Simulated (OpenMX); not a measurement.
Wanted: an ASE script for an OpenMX 3.8.5 run.

```
Task                : single point
Functional          : PBE
Dispersion          : D3(BJ)
Potentials or basis : OpenMX 2013 PBE set, Ti7.0-s3p2d2, Si7.0-s2p2d1, grid cutoff 400 Ry
k mesh              : 9 × 9 × 9
Occupations         : fermi-dirac, width 0.05 eV
Spin                : no spin polarisation
Mixing scheme       : rmm-diisk
SCF threshold       : 1e-08 Ha
Solver              : band
Max SCF cycles      : 100
```

The structure of TiSi2 lies in TiSi2.cif:

```cif
data_TiSi2
_cell_length_a 4.77937070
_cell_length_b 4.77937070
_cell_length_c 4.77937070
_cell_angle_alpha 144.10170249
_cell_angle_beta 138.01652023
_cell_angle_gamma 56.39963948
_space_group_name_H-M_alt 'P1'
_space_group_name_Hall 'P 1'
_space_group_IT_number 1
loop_
_space_group_symop_operation_xyz
'x,y,z'
loop_
_atom_site_label
_atom_site_type_symbol
_atom_site_symmetry_multiplicity
_atom_site_Wyckoff_symbol
_atom_site_fract_x
_atom_site_fract_y
_atom_site_fract_z
_atom_site_occupancy
Ti1 Ti 1 a 0.0000000000 0.0000000000 0.0000000000 1
Si1 Si 1 a 0.6700780000 0.6700780000 0.0000000000 1
Si2 Si 1 a 0.3299220000 0.3299220000 0.0000000000 1
```

The cell comes from a database or a generator and needn't be the stable form of this composition.

One way to write it, as run:

run.py

```python
from ase.io import read
from ase.calculators.openmx import OpenMX
from ase.calculators.mixing import SumCalculator
from dftd3.ase import DFTD3

atoms = read('TiSi2.cif')

def calculator():
    omx = OpenMX(
        label='TiSi2',
        command='openmx',
        nohup=True,
        xc='GGA-PBE',
        kpts=(9, 9, 9),
        system_currentdirectory='./',
        data_path='./DFT_DATA13',
        level_of_fileout=0,
        definition_of_atomic_species=[['Ti', 'Ti7.0-s3p2d2', 'Ti_PBE13'], ['Si', 'Si7.0-s2p2d1', 'Si_PBE13']],
        atoms_speciesandcoordinates_unit='Ang',
        atoms_speciesandcoordinates=[['1', 'Ti', '0', '0', '0', 6.0, 6.0], ['2', 'Si', '0', '0', '0', 2.0, 2.0], ['3', 'Si', '0', '0', '0', 2.0, 2.0]],
        scf_spinpolarization='off',
        scf_electronictemperature=580.226,
        scf_energycutoff=400.0,
        scf_maxiter=100,
        scf_eigenvaluesolver='band',
        scf_mixing_type='rmm-diisk',
        scf_init_mixing_weight=0.05,
        scf_min_mixing_weight=0.001,
        scf_max_mixing_weight=0.3,
        scf_mixing_history=25,
        scf_mixing_startpulay=8,
        scf_criterion=1e-08,
    )
    return SumCalculator([omx, DFTD3(method='pbe', damping='d3bj')])

atoms.calc = calculator()
print('stress_eV_A3', atoms.get_stress().round(8).tolist())
print('forces_eV_A', atoms.get_forces().round(6).tolist())
print('energy_eV', round(atoms.get_potential_energy(), 6))
print('dispersion_eV', round(atoms.calc.mixer.calcs[1].get_potential_energy(atoms), 6))
```

Potentials or basis: OpenMX 2013 PBE set, Ti7.0-s3p2d2, Si7.0-s2p2d1, grid cutoff 400 Ry.

The run is started by

```console
$ python run.py > run.log
```

Results of the run:

```yaml
Pressure: -4.6 GPa
Largest_force: 0.072 eV/Å
Band_gap_on_the_k_mesh: none (metal or under the smearing width)
Dispersion_energy_per_atom: -0.531 eV
```

Caveat: the basis of atomic orbitals isn't converged, which shifts pressures, moduli and gaps; pairwise dispersion overbinds metals, which lowers pressure and volume.

Wall time 2.6 min on 1 thread of Intel(R) Xeon(R) Platinum 8375C CPU @ 2.90GHz (Ice Lake), on a shared host, peak memory 0.57 GiB.
